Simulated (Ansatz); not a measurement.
Geometry optimisation in Ansatz: input, command and trajectory.

```yaml
crystal:
  lattice:
    - [5.1501779943, 0.0, 0.0]
    - [0.0, 5.1501779943, 0.0]
    - [0.0, 0.0, 5.1501779943]
  atoms:
    - { symbol: Al, position: [0.0, 0.0, 0.0] }
    - { symbol: Al, position: [0.5, 0.5, 0.5] }
    - { symbol: Au, position: [0.0, 0.5, 0.25] }
    - { symbol: Au, position: [0.0, 0.5, 0.75] }
    - { symbol: Au, position: [0.25, 0.0, 0.5] }
    - { symbol: Au, position: [0.75, 0.0, 0.5] }
    - { symbol: Au, position: [0.5, 0.75, 0.0] }
    - { symbol: Au, position: [0.5, 0.25, 0.0] }
basis:
  ecutwfc: 420
kpoints:
  mp_grid: { grid: [4, 4, 4] }
hamiltonian:
  xc: pbe
scf:
  occupations: { method: gaussian, width: 0.1 }
  lower_state_search: "off"
output:
  forces: true
  stress: true
  eigenvalues: true
relax:
  adjacent_minimum: "off"
  f_tol: 0.04
  max_steps: 70
  cell: { stress_tol: 0.4 }
```

```bash
ansatz run input.yaml --threads 1 --pin off --max-ram 2560MiB --backend cpu --events-out ev --progress --plain --runs-dir out
```

Level of theory: Ansatz, DFT PBE, scalar-relativistic, plane waves, PAW.

Of 5 frames 5 are shown, positions in Å and forces in eV/Å; the SCF threshold varies from step to step. Steps run on the plane waves of an earlier cell, with a Pulay correction in the pressure. The basis is chosen afresh for the last frame, the zero of the energies, and at times for earlier ones too; energy and pressure step there, also at an unchanged geometry. The mark taken_back stands on steps that the optimiser undid.

```xyz
8
Lattice="5.1502 0.0000 0.0000 0.0000 5.1502 0.0000 0.0000 0.0000 5.1502" Properties=species:S:1:pos:R:3:forces:R:3 pbc="T T T" step=1 free_energy_over_end_meV_per_atom=8.00 pressure_GPa=4.61
Al    0.0000    0.0000    0.0000    0.0000    0.0000    0.0000
Al    2.5751    2.5751    2.5751    0.0000    0.0000    0.0000
Au    0.0000    2.5751    1.2875    0.0000    0.0000    0.0000
Au    0.0000    2.5751    3.8626    0.0000    0.0000    0.0000
Au    1.2875    0.0000    2.5751    0.0000    0.0000    0.0000
Au    3.8626    0.0000    2.5751    0.0000    0.0000    0.0000
Au    2.5751    3.8626    0.0000    0.0000    0.0000    0.0000
Au    2.5751    1.2875    0.0000    0.0000    0.0000    0.0000
8
Lattice="5.2894 0.0000 0.0000 0.0000 5.2894 0.0000 0.0000 0.0000 5.2894" Properties=species:S:1:pos:R:3:forces:R:3 pbc="T T T" step=2 free_energy_over_end_meV_per_atom=14.73 pressure_GPa=-5.10 taken_back
Al    0.0000    0.0000    0.0000    0.0000    0.0000    0.0000
Al    2.6447    2.6447    2.6447    0.0000    0.0000    0.0000
Au    0.0000    2.6447    1.3223    0.0000    0.0000    0.0000
Au    0.0000    2.6447    3.9670    0.0000    0.0000    0.0000
Au    1.3223    0.0000    2.6447    0.0000    0.0000    0.0000
Au    3.9670    0.0000    2.6447    0.0000    0.0000    0.0000
Au    2.6447    3.9670    0.0000    0.0000    0.0000    0.0000
Au    2.6447    1.3223    0.0000    0.0000    0.0000    0.0000
8
Lattice="5.2144 0.0000 0.0000 0.0000 5.2144 0.0000 0.0000 0.0000 5.2144" Properties=species:S:1:pos:R:3:forces:R:3 pbc="T T T" step=3 free_energy_over_end_meV_per_atom=0.36 pressure_GPa=-0.49
Al    0.0000    0.0000    0.0000    0.0000    0.0000    0.0000
Al    2.6072    2.6072    2.6072    0.0000    0.0000    0.0000
Au    0.0000    2.6072    1.3036    0.0000    0.0000    0.0000
Au    0.0000    2.6072    3.9108    0.0000    0.0000    0.0000
Au    1.3036    0.0000    2.6072    0.0000    0.0000    0.0000
Au    3.9108    0.0000    2.6072    0.0000    0.0000    0.0000
Au    2.6072    3.9108    0.0000    0.0000    0.0000    0.0000
Au    2.6072    1.3036    0.0000    0.0000    0.0000    0.0000
8
Lattice="5.2076 0.0000 0.0000 0.0000 5.2076 0.0000 0.0000 0.0000 5.2076" Properties=species:S:1:pos:R:3:forces:R:3 pbc="T T T" step=4 free_energy_over_end_meV_per_atom=0.22 pressure_GPa=-0.01
Al    0.0000    0.0000    0.0000    0.0000    0.0000    0.0000
Al    2.6038    2.6038    2.6038    0.0000    0.0000    0.0000
Au    0.0000    2.6038    1.3019    0.0000    0.0000    0.0000
Au    0.0000    2.6038    3.9057    0.0000    0.0000    0.0000
Au    1.3019    0.0000    2.6038    0.0000    0.0000    0.0000
Au    3.9057    0.0000    2.6038    0.0000    0.0000    0.0000
Au    2.6038    3.9057    0.0000    0.0000    0.0000    0.0000
Au    2.6038    1.3019    0.0000    0.0000    0.0000    0.0000
8
Lattice="5.2076 0.0000 0.0000 0.0000 5.2076 0.0000 0.0000 0.0000 5.2076" Properties=species:S:1:pos:R:3:forces:R:3 pbc="T T T" step=5 free_energy_over_end_meV_per_atom=0.00 pressure_GPa=-0.01
Al    0.0000    0.0000    0.0000    0.0000    0.0000    0.0000
Al    2.6038    2.6038    2.6038    0.0000    0.0000    0.0000
Au    0.0000    2.6038    1.3019    0.0000    0.0000    0.0000
Au    0.0000    2.6038    3.9057    0.0000    0.0000    0.0000
Au    1.3019    0.0000    2.6038    0.0000    0.0000    0.0000
Au    3.9057    0.0000    2.6038    0.0000    0.0000    0.0000
Au    2.6038    3.9057    0.0000    0.0000    0.0000    0.0000
Au    2.6038    1.3019    0.0000    0.0000    0.0000    0.0000
```

The start puts this composition into another compound's structure type, which needn't suit it. At the end the space group is Pm-3n (tolerance 0.05 Å).

The run took 30 s on 1 thread of Arm Neoverse V2 (shared host), peak memory 0.4 GiB.

The k mesh is coarse. Spin–orbit coupling is left out, which can shift energies with elements as heavy as these.